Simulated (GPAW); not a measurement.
Set up this calculation in GPAW 26.7.0, as an ASE script.

```yaml
Task: relaxation of cell and atoms
Functional: PBEsol
Potentials_or_basis: PAW data sets generated in the run's folder for this functional
Cutoff: 600 eV
Basis: pw
k_mesh: 9 × 9 × 9
Occupations: fermi-dirac, width 0.05 eV
Spin: no spin polarisation
Maxiter: 150
Optimizer: BFGS
Fmax: 0.02 eV/Å
Max_steps: 60
Convergence: density=1e-05 forces=0.0001
```

Pb:

```
Pb
1.0
     0.00000    2.47502    2.47502
     2.47502    0.00000    2.47502
     2.47502    2.47502    0.00000
Pb
1
Direct
  0.00000 0.00000 0.00000
```

These files were run (other wordings do the same):

run.py

```python
from ase import Atoms
from ase.filters import FrechetCellFilter
from ase.io import write
from ase.optimize import BFGS
from gpaw import GPAW, PW, setup_paths

setup_paths.insert(0, '.')

atoms = Atoms(['Pb'],
              cell=[[0.0, 2.47502, 2.47502],
                    [2.47502, 0.0, 2.47502],
                    [2.47502, 2.47502, 0.0]],
              scaled_positions=[[0.0, 0.0, 0.0]],
              pbc=True)

calc = GPAW(mode=PW(600),
            xc='PBEsol',
            kpts={'size': (9, 9, 9), 'gamma': True},
            occupations={'name': 'fermi-dirac', 'width': 0.05},
            nbands=14,
            convergence={'density': 1e-05, 'forces': 0.0001},
            maxiter=150,
            txt='gpaw.txt')
atoms.calc = calc
opt = BFGS(FrechetCellFilter(atoms), trajectory='relax.traj', logfile='-')
done = opt.run(fmax=0.02, steps=60)
calc.write('gs.gpw')
write('result.traj', atoms)
print('Converged:', done)
print('Cell:', atoms.cell.cellpar().round(4))
print('Volume:', round(atoms.get_volume(), 4))
print(atoms.get_scaled_positions().round(5))
```

Potentials or basis: PAW data sets generated in the run's folder for this functional, pw.

Launch:

```bash
$ gpaw-setup -f PBEsol Pb
$ OMP_NUM_THREADS=1 python run.py
```

It gave:

```yaml
Relaxed_volume: 29.77 Å³/atom
Relaxed_cell: a = 3.479 Å, b = 3.479 Å, c = 3.479 Å, α = 60.00°, β = 60.00°, γ = 60.00°
Space_group_after_relaxing_to_0.05_Å: Fm-3m (No. 225)
Energy_gained_by_relaxing: 1.5 meV/atom
Ionic_steps: 3
Pressure_after_relaxing: 0.0 GPa
Band_gap_on_the_k_mesh: none (metal or under the smearing width)
```

Caveat: later steps reuse the first step's grids.

Run time: 28 s on 1 thread of Intel(R) Xeon(R) Platinum 8259CL CPU @ 2.50GHz (Skylake/Cascade Lake), with other jobs on the host, peak memory 0.16 GiB.
